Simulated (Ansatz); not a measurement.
## Relaxation of ZrO2

All numbers below come from DFT r2SCAN, scalar-relativistic, plane waves, PAW (Ansatz 0.2.0). (500 eV cutoff, 8×8×8 k-mesh, Gaussian smearing of 0.02 eV, no spin polarisation)

What was changed: relaxed at 40 GPa.

Other phases may be more stable at this pressure.

Command:

```bash
ansatz run input.yaml --threads 1 --pin off --max-ram 2560MiB --backend cpu --events-out ev --progress --plain --runs-dir out
```

Input:

```yaml
crystal:
  lattice:
    - [0.0, 2.4419180388, 2.4419180388]
    - [2.4419180388, 0.0, 2.4419180388]
    - [2.4419180388, 2.4419180388, 0.0]
  atoms:
    - { symbol: Zr, position: [0.0, 0.0, 0.0] }
    - { symbol: O, position: [0.25, 0.25, 0.25] }
    - { symbol: O, position: [0.75, 0.75, 0.75] }
basis:
  ecutwfc: 500
kpoints:
  mp_grid: { grid: [8, 8, 8] }
hamiltonian:
  xc: r2scan
scf:
  occupations: { method: gaussian, width: 0.02 }
output:
  forces: true
  stress: true
  eigenvalues: true
relax:
  adjacent_minimum: "off"
  f_tol: 0.008
  max_steps: 50
  cell: { stress_tol: 0.08, p_target: 40.0 }
```

F is the free energy. Steps run on the plane waves of an earlier cell, but the last one, and at times one on the way, on a freshly chosen basis, so a repeated geometry can differ a little in energy. The relaxation lowers the enthalpy F + PV at the target pressure, so F itself can rise.

Steps:

| step | F − F(1) (eV) | largest force component (eV/Å) | V (Å³/atom) | P (GPa) |
| --- | --- | --- | --- | --- |
| 1 | 0.0000 | 0.000 | 9.707 | 41.04 |
| 2 | -0.0238 | 0.000 | 9.739 | 39.69 |
| 3 | -0.0185 | 0.000 | 9.732 | 40.00 |
| 4 | -0.0186 | 0.000 | 9.732 | 40.00 |

Relaxed structure:

```
CELL_PARAMETERS angstrom
0.00000 2.44397 2.44397
2.44397 0.00000 2.44397
2.44397 2.44397 0.00000
ATOMIC_POSITIONS crystal
Zr 0.00000 0.00000 0.00000
O 0.25000 0.25000 0.25000
O 0.75000 0.75000 0.75000
```

Symmetry: Fm-3m, No. 225, cubic system. The conventional cell has a = 4.888 Å, b = 4.888 Å, c = 4.888 Å, α = 90.00°, β = 90.00°, γ = 90.00°. Zr (site symmetry m-3m) has 8 O at 2.12 Å as nearest neighbours. Around O (site symmetry -43m) lie 4 Zr at 2.12 Å.

The run converged. It took 8.8 s on 1 thread of Arm Neoverse V2 (shared host), peak memory 0.38 GiB.